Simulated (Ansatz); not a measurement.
Set up this calculation in Ansatz 0.2.0, as the native input.

* Task: relaxation of cell and atoms
* Functional: PBEsol
* Potentials or basis: Ansatz PAW
* Cutoff: 420 eV (not typed: the program's choice for these potentials)
* k mesh: 10 × 10 × 10
* Occupations: fermi-dirac, width 0.05 eV
* Spin: no spin polarisation

The system is As.

```xyz
1
Lattice="2.7037 0.0000 0.0000 0.0000 2.7037 0.0000 0.0000 0.0000 2.7037" Properties=species:S:1:pos:R:3 pbc="T T T"
As    1.3518    1.3518    1.3518
```

This isn't the form of As at room conditions, which is rhombohedral.

The input as run:

input.yaml

```yaml
crystal:
  lattice:
    - [2.7036817444, 0.0, 0.0]
    - [0.0, 2.7036817444, 0.0]
    - [0.0, 0.0, 2.7036817444]
  atoms:
    - { symbol: As, position: [0.5, 0.5, 0.5] }
hamiltonian:
  xc: pbesol
  pseudopotentials: { kind: paw }
kpoints:
  mp_grid: { grid: [10, 10, 10] }
scf:
  occupations: { method: fermi_dirac, width: 0.05 }
output:
  forces: true
  stress: true
  eigenvalues: true
  write_density: true
  write_potential: true
  elf: true
  volumetric_format: npy
relax:
  f_tol: 0.01
  max_steps: 40
  cell: { stress_tol: 0.05 }
```

Potentials or basis: Ansatz PAW.

Launch:

```console
$ ansatz run input.yaml --threads 2 --pin off --max-ram 5632MiB --backend cpu --events-out ev --progress --plain --runs-dir out
```

Results of the run:

The relaxed volume is 19.42 Å³/atom, the relaxed cell is a = 2.688 Å, b = 2.688 Å, c = 2.688 Å, α = 90.00°, β = 90.00°, γ = 90.00° and the space group after relaxing (to 0.05 Å) is Pm-3m (No. 221). The energy gained by relaxing is 1.7 meV/atom. The ionic steps are 4 and the pressure after relaxing is 0.0 GPa. The band gap on the k mesh is none (metal or under the smearing width).

Caveat: the plane-wave basis is chosen anew once the cell has moved, so the energies of steps on either side of that aren't comparable; the PAW data sets come from PBE, with cores solved anew for the run's functional, which leaves a small shift of forces and pressure.

It took 1.9 s on 2 threads of Arm Neoverse V2, on a shared host, peak memory 0.27 GiB.
